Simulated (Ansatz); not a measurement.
# Te (fcc): energy against volume

Computed with DFT, RPBE, plane waves (420 eV) with PAW, scalar-relativistic (Ansatz). The PAW files were generated under PBE, with cores re-solved for the functional.

The cell is scaled uniformly from the relaxed one, with fractional coordinates and shape fixed. Energies are extrapolated to zero smearing, pressures are those at the given smearing. Magnetic state: spin not included.

A Birch-Murnaghan fit gives V₀ = 28.96 Å³/atom, B₀ = 48 GPa, B₀′ = 5.0.

Task: What are the energy above the minimum and the pressure at 25.577 Å³/atom?

Result: 75.3 meV/atom and 8.24 GPa as computed.

Task: What are the energy above the minimum and the pressure at 30.227 Å³/atom?

Result: 7.6 meV/atom and -1.70 GPa as computed.

Task: What are the energy above the minimum and the pressure at 31.389 Å³/atom?

Result: 26.0 meV/atom and -3.02 GPa as computed.
